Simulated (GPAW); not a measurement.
Crystal: Pb.

```
Pb
1.0
     3.48000    0.00000    0.00000
    -1.74000    3.01377    0.00000
     0.00000    0.00000    5.59000
Pb
2
Direct
  0.66667 0.33333 0.75000
  0.33333 0.66667 0.25000
```

This isn't the form of Pb at room conditions, which is fcc.

| Item | Value |
| --- | --- |
| Program | GPAW 26.7.0 |
| Task | relaxation of cell and atoms |
| Functional | PBEsol |
| Dispersion | D3(BJ)+ATM |
| Potentials or basis | PAW data sets generated in the run's folder for this functional |
| Cutoff | 600 eV |
| Basis | pw |
| k mesh | 7 × 7 × 4 |
| Occupations | fermi-dirac, width 0.05 eV |
| Spin | no spin polarisation |

At the start: pressure -1.9 GPa; volume 29.31 Å³/atom.

Problem. How do energy, volume and symmetry change on relaxing?

Solution. Over 7 steps the energy falls by 7.7 meV/atom and the volume is 28.27 Å³/atom (-3.5 %); space group P6_3/mmc (No. 194, to 0.05 Å).

Step by step:
```csv
step,energy change (eV),largest force (eV/Å),pressure (GPa),volume (Å³)
1,0.0000,0.0001,-1.90,58.63
2,-0.0052,0.0000,-1.54,58.19
3,-0.0149,0.0000,0.17,56.36
4,-0.0150,0.0000,0.05,56.47
5,-0.0152,0.0000,-0.03,56.55
6,-0.0154,0.0000,-0.06,56.58
7,-0.0154,0.0000,-0.03,56.55
```

Final structure:
```xyz
2
Lattice="3.4528 0.0000 0.0000 -1.7264 2.9902 0.0000 0.0000 0.0000 5.4770" Properties=species:S:1:pos:R:3 pbc="T T T"
Pb    1.7264    0.9967    4.1077
Pb    0.0000    1.9935    1.3692
```

Caveat: later steps reuse the first step's grids; pairwise dispersion overbinds metals, which lowers pressure and volume.
